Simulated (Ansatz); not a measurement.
Carrier properties of LaAlO$_{3}$ under load (space group Cmmm)

Consider the following.

```
AlLaO3
1.0
    3.78132     0.01198     0.00000
    0.01198     3.78132     0.00000
    0.00000     0.00000     3.76463
La Al O
1 1 3
Direct
  0.50000   0.50000   0.50000
  0.00000   0.00000   0.00000
  0.00000   0.50000   0.00000
  0.50000   0.00000   0.00000
  0.00000   0.00000   0.50000
```

Computed with PBEsol with spin-orbit coupling, rigid bands (plane waves, PAW; Ansatz, a program for electronic structure). Condition of this run: uniaxial stress along [110] of -2 GPa (compression positive) (the target of the relaxation). How the cell was made: cell and atoms relaxed with PBEsol, then loaded as said.

```json
{
 "band_gap": "3.38 eV",
 "electron conductivity mass (300 K, dilute)": "0.53 (x), 0.53 (y), 0.65 (z) mₑ",
 "hole conductivity mass (300 K, dilute)": "1.86 (x), 1.86 (y), 1.14 (z) mₑ",
 "effective density of states N_c (300 K)": "1.1e19 cm⁻³",
 "effective density of states N_v (300 K)": "2.6e20 cm⁻³",
 "density_of_states_mass_electrons": "0.58 mₑ",
 "density_of_states_mass_holes": "4.8 mₑ",
 "Seebeck coefficient, n-type 1e19 cm⁻³, 300 K": "-250 μV/K",
 "best n-type power factor at 300 K for τ = 10 fs (best axis; densities from 1e16 to 1e21 cm⁻³ tried, whether or not they can be reached)": "5.4 μW/(cm·K²) at 1e20 cm⁻³",
 "Seebeck coefficient, p-type 1e19 cm⁻³, 300 K": "541 μV/K"
}
```

Rigid bands; masses and Seebeck coefficients take one relaxation time τ for all states and one kind of carrier; polarons and phonon drag are left out.
